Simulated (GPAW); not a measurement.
Runs of GPAW 26.7.0 on PbS (Galena). It takes space group Fm-3m (No. 225, cubic). Conventional cell: a = 5.931 Å, b = 5.931 Å, c = 5.931 Å, α = 90.00°, β = 90.00°, γ = 90.00°. Around Pb (site symmetry m-3m) lie 6 S at 2.97 Å. S (site symmetry m-3m) has 6 Pb at 2.97 Å as nearest neighbours. 

```tsv
task	level	potentials or basis	spin	cell	k mesh	cutoff (eV)	smearing	maxiter	band path	band points	spin axis theta (degrees)	spin axis phi (degrees)	gap on the mesh (eV)	pressure (GPa)	V0 of scaled cells (Å³/atom)	B0 (GPa)
band structure	PBEsol	PAW data sets generated in the run's folder for this functional, pw	SOC, no magnetisation	Fm-3m, 26.09 Å³/atom	6 × 6 × 6	600	fermi-dirac 0.05 eV	150	GXWKGLUWLK,UX	80	0	0	(a)	-1.2	-	-
equation of state	LDA	PAW data sets generated in the run's folder for this functional, pw	off	Fm-3m, 26.09 Å³/atom	6 × 6 × 6	600	fermi-dirac 0.05 eV	150	-	-	-	-	-	-	24.78	61
equation of state	PBE+D3(BJ)	GPAW PAW data sets (gpaw-data 1.2.1), pw	off	Fm-3m, 26.09 Å³/atom	6 × 6 × 6	600	fermi-dirac 0.05 eV	150	-	-	-	-	-	-	26.01	(b)
dielectric tensor	PBE	GPAW PAW data sets (gpaw-data 1.2.1), pw	off	Fm-3m, 26.61 Å³/atom	6 × 6 × 6	500	fermi-dirac 0.001 eV	150	-	-	-	-	0.38	-	-	-
dielectric tensor	PBE	GPAW PAW data sets (gpaw-data 1.2.1), pw	off	Fm-3m, 24.52 Å³/atom	6 × 6 × 6	500	fermi-dirac 0.001 eV	150	-	-	-	-	0.06	-	-	-
single point	PBE	GPAW PAW data sets (gpaw-data 1.2.1), pw	off	Fm-3m, 26.09 Å³/atom	6 × 6 × 6	500	fermi-dirac 0.05 eV	120	-	-	-	-	0.31	1.8	-	-
band structure	revTPSS	GPAW PAW data sets (gpaw-data 1.2.1), pw	SOC, no magnetisation	Fm-3m, 26.09 Å³/atom	6 × 6 × 6	600	fermi-dirac 0.05 eV	150	GXWKGLUWLK,UX	80	90	0	0.25	0.6	-	-
equation of state	PBEsol	PAW data sets generated in the run's folder for this functional, pw	off	Fm-3m, 26.09 Å³/atom	6 × 6 × 6	600	fermi-dirac 0.05 eV	150	-	-	-	-	-	-	25.56	57
dielectric tensor	PBE	GPAW PAW data sets (gpaw-data 1.2.1), pw	off	Fm-3m, 25.04 Å³/atom	6 × 6 × 6	500	fermi-dirac 0.001 eV	150	-	-	-	-	0.15	-	-	-
```

Estimate the missing entries.

(a) 0.36; (b) 56.

Caveats: spin-orbit coupling is left out, which as a rule narrows the gap of such compounds by several tenths of an eV (some runs); the gap is small at this level, which inflates the dielectric constant (some runs); the long-wavelength limit can be off by a per cent or two (some runs); spin-orbit coupling was added after a scalar SCF, so levels and gaps hold it while energy, forces, pressure and moments don't (some runs); this program's spin-orbit splittings come out too wide for heavy elements (some runs); the cutoff is short for stress and forces, so pressures can be off by a GPa or more (some runs); the PAW data sets were made with another functional, which shifts forces and pressure a little (some runs).

A k mesh can miss the band edges, and rows without SOC leave out spin-orbit coupling on Pb.
